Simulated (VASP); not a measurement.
Set up this calculation in VASP 6.6.1, as the native input.

- Task: band structure
- Functional: LDA
- Potentials or basis: VASP PAW LDA potentials, release 64 (Ni, O)
- Cutoff: 520 eV
- k mesh: 8 × 8 × 5
- Occupations: fermi-dirac, width 0.05 eV
- Spin: collinear spin, ferromagnetic start
- Starting moments: [1.0, 0.0, 0.0] μB
- Further INCAR settings: ALGO = Fast; EDIFF = 1e-06

NiO2:

```
Ni O
1.0
     2.79878    0.00000    0.00000
    -1.39939    2.42382    0.00000
     0.00000    0.00000    4.61827
Ni O
1 2
Direct
  0.00000 0.00000 0.50000
  0.33333 0.66667 0.29396
  0.66667 0.33333 0.70604
```

The cell comes from a database or a generator and needn't be the stable form of this composition.

These files were run (other wordings do the same):

POSCAR

```
NiO2
1.0
    2.7987818650      0.0000000000      0.0000000000
   -1.3993909325      2.4238161948      0.0000000000
    0.0000000000      0.0000000000      4.6182730000
Ni O
1 2
Direct
    0.0000000000      0.0000000000      0.5000000000
    0.3333333333      0.6666666667      0.2939610000
    0.6666666667      0.3333333333      0.7060390000
```

INCAR.step1

```
SYSTEM = NiO2
  PREC = Accurate
  ENCUT = 520
  EDIFF = 1E-6
  ISMEAR = -1
  SIGMA = 0.05
  LREAL = .FALSE.
  LASPH = .TRUE.
  NELM = 100
  ALGO = Fast
  ISIF = 2
  LWAVE = .FALSE.
  LCHARG = .TRUE.
  ISPIN = 2
  MAGMOM = 1 0 0
  LORBIT = 11
  LMAXMIX = 4
```

KPOINTS.step1

```
Automatic mesh
0
G
  8 8 5
  0 0 0
```

INCAR.step2

```
SYSTEM = NiO2
  PREC = Accurate
  ENCUT = 520
  EDIFF = 1E-6
  ISMEAR = 0
  SIGMA = 0.05
  LREAL = .FALSE.
  LASPH = .TRUE.
  NELM = 100
  ALGO = Fast
  ISIF = 2
  LWAVE = .FALSE.
  LCHARG = .FALSE.
  ISPIN = 2
  MAGMOM = 1 0 0
  LORBIT = 11
  LMAXMIX = 4
  ICHARG = 11
```

KPOINTS.step2

```
path GMKGALHA,LM,KH
10
line-mode
reciprocal
 0.0000000000  0.0000000000  0.0000000000  G
 0.5000000000  0.0000000000  0.0000000000  M

 0.5000000000  0.0000000000  0.0000000000  M
 0.3333333333  0.3333333333  0.0000000000  K

 0.3333333333  0.3333333333  0.0000000000  K
 0.0000000000  0.0000000000  0.0000000000  G

 0.0000000000  0.0000000000  0.0000000000  G
 0.0000000000  0.0000000000  0.5000000000  A

 0.0000000000  0.0000000000  0.5000000000  A
 0.5000000000  0.0000000000  0.5000000000  L

 0.5000000000  0.0000000000  0.5000000000  L
 0.3333333333  0.3333333333  0.5000000000  H

 0.3333333333  0.3333333333  0.5000000000  H
 0.0000000000  0.0000000000  0.5000000000  A

 0.5000000000  0.0000000000  0.5000000000  L
 0.5000000000  0.0000000000  0.0000000000  M

 0.3333333333  0.3333333333  0.0000000000  K
 0.3333333333  0.3333333333  0.5000000000  H
```

Potentials or basis: VASP PAW LDA potentials, release 64 (Ni, O).

Launch:

```console
$ cat potpaw_LDA.64/Ni/POTCAR potpaw_LDA.64/O/POTCAR > POTCAR
$ cp INCAR.step1 INCAR
$ cp KPOINTS.step1 KPOINTS
$ mpirun -np 1 vasp_std > vasp.out
$ cp INCAR.step2 INCAR
$ cp KPOINTS.step2 KPOINTS
$ mpirun -np 1 vasp_std > vasp.out
```

It gave:

The band gap on the k mesh is 0.86 eV, indirect (least direct gap 1.09 eV). The band gap along the path is 0.94 eV, indirect (least direct gap 1.23 eV) and the net moment is 0.00 μB per cell.

Caveat: the log is that of the step along the path at fixed density, whose energy, stress, charges and moments have no meaning.

Wall time 53 s on 1 thread of Intel(R) Xeon(R) Platinum 8488C (Sapphire Rapids), on a shared host, peak memory 0.18 GiB.
